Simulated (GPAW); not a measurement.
**BN: single point with LDA**

BN:

```
N B
1.0
     2.49824    0.00000    0.00000
    -1.24912    2.16354    0.00000
     0.00000    0.00000    6.63570
N B
2 2
Direct
  0.66667 0.33333 0.25000
  0.33333 0.66667 0.75000
  0.66667 0.33333 0.75000
  0.33333 0.66667 0.25000
```

* Program: GPAW 26.7.0
* Task: single point
* Functional: LDA
* Potentials or basis: the program's PAW data sets (release 1.2.1) made for this functional
* Cutoff: 600 eV
* Basis: pw
* k mesh: 10 × 10 × 4
* Occupations: fermi-dirac, width 0.05 eV
* Spin: no spin polarisation

| Property | Result |
| --- | --- |
| Pressure | -11.7 GPa |
| Band gap on the k mesh | 4.04 eV, indirect (least direct gap 4.52 eV) |

Stress tensor (GPa, compression positive):
```
-12.61   0.00   0.00
  0.00 -12.61   0.00
  0.00   0.00  -9.82
```

Levels at points of the mesh, in eV from the valence-band top:
| k point | band 6 | band 7 | band 8 | band 9 | band 10 | band 11 |
| --- | --- | --- | --- | --- | --- | --- |
| (0.00, 0.00, 0.00) | -1.37 | -1.33 | -1.33 | 4.89 | 10.02 | 11.45 |
| (0.00, 0.00, 0.50) | -1.35 | -1.35 | -1.35 | 7.32 | 7.33 | 11.52 |
| (0.50, 0.50, 0.00) | -4.14 | -1.54 | -0.48 | 4.04 | 5.49 | 9.48 |
| (0.50, 0.50, 0.50) | -4.18 | -0.99 | -0.99 | 4.53 | 4.53 | 9.92 |

Wall time 8.6 s on 1 thread of Intel(R) Xeon(R) 6975P-C (Granite Rapids) (shared host), peak memory 0.16 GiB.

Caveat: the cutoff is short for stress and forces, so pressures can be off by a GPa or more. As with any semilocal functional, this LDA gap is likely too small.
